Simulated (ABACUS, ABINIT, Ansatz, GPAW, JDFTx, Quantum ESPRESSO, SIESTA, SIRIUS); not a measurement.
## LiCl: programs and potentials compared

```
Cl Li
1.0
     0.00000    2.56477    2.56477
     2.56477    0.00000    2.56477
     2.56477    2.56477    0.00000
Cl Li
1 1
Direct
  0.50000 0.50000 0.50000
  0.00000 0.00000 0.00000
```

Alike in all runs: task single point; functional PBEsol; k mesh 9 × 9 × 9; occupations fermi-dirac, width 0.05 eV; no spin polarisation; no spin-orbit coupling. Pressure is positive in compression and, in plane waves, holds the error of the finite cutoff.

```json
{"program and potentials": "JDFTx, PseudoDojo-SR-PBEsol-0.4.1-standard with smoothed tails", "plane-wave cutoff (eV)": "1007", "notes": "5 valence electrons an atom on average", "pressure (GPa)": "-1.27"}
{"program and potentials": "ABINIT, PseudoDojo NC SR PBEsol v0.4.1 standard", "plane-wave cutoff (eV)": "1007", "notes": "5 valence electrons an atom on average", "pressure (GPa)": "-1.27"}
{"program and potentials": "SIRIUS, PseudoDojo 0.4.1 PBEsol standard (scalar relativistic)", "plane-wave cutoff (eV)": "1030", "notes": "5 valence electrons an atom on average", "pressure (GPa)": "-1.27"}
{"program and potentials": "GPAW, PAW data sets generated for this functional", "plane-wave cutoff (eV)": "800", "notes": "4 valence electrons an atom on average", "pressure (GPa)": "-1.17"}
{"program and potentials": "Quantum ESPRESSO, GBRV 1.5 PBEsol", "plane-wave cutoff (eV)": "612", "notes": "5 valence electrons an atom on average", "pressure (GPa)": "-1.27"}
{"program and potentials": "SIESTA, files PseudoDojo sr-pbesol-0.4.1-standard, DZP (energy shift 0.003 Ry; two zetas on semicore shells)", "plane-wave cutoff (eV)": "-", "notes": "atomic basis; 5 valence electrons an atom on average", "pressure (GPa)": "-0.92"}
{"program and potentials": "Ansatz, all-electron LAPW, scalar-relativistic", "plane-wave cutoff (eV)": "-", "notes": "-", "pressure (GPa)": "-1.26"}
{"program and potentials": "ABACUS, PseudoDojo NC SR 0.4.1 PBEsol standard, plane waves", "plane-wave cutoff (eV)": "1007", "notes": "5 valence electrons an atom on average", "pressure (GPa)": "-1.27"}
```

The pressure spans -1.27 (JDFTx, PseudoDojo-SR-PBEsol-0.4.1-standard with smoothed tails) to -0.92 GPa (SIESTA, files PseudoDojo sr-pbesol-0.4.1-standard, DZP (energy shift 0.003 Ry; two zetas on semicore shells)), with all-electron results at -1.26. Rows in atomic bases carry the error of their basis and grid, which can be large.

Differences between rows come from potentials, basis sets and numerical settings, since the functional is the same but for its coding. Runs on potential files found faulty are left out.
